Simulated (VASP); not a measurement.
**LiCl: phonons with PBE**

The system is LiCl.

```
CELL_PARAMETERS angstrom
0.00000 2.57241 2.57241
2.57241 0.00000 2.57241
2.57241 2.57241 0.00000
ATOMIC_POSITIONS crystal
Li 0.00000 0.00000 0.00000
Cl 0.50000 0.50000 0.50000
```

```
Program                : VASP 6.6.1
Task                   : phonons
Functional             : PBE
Potentials or basis    : VASP PAW PBE potentials, release 64 (Li_sv, Cl)
Cutoff                 : 600 eV
k mesh                 : 10 × 10 × 10
Occupations            : gaussian, width 0.03 eV
Spin                   : no spin polarisation
By perturbation theory : no
Further INCAR settings : ALGO = Fast; EDIFF = 1e-08; IBRION = 6; POTIM = 0.015; NSW = 1
```

- Highest phonon frequency at Γ, LO-TO splitting left out: 171 cm⁻¹

Phonon frequencies in cm⁻¹ (negative: imaginary):
```csv
q point,frequencies
"(0.000, 0.000, 0.000)",-1 -1 -1 171 171 171
```

Wall time 2.2 min on 1 thread of Intel(R) Xeon(R) Platinum 8559C (Emerald Rapids), on a shared host, peak memory 0.21 GiB.
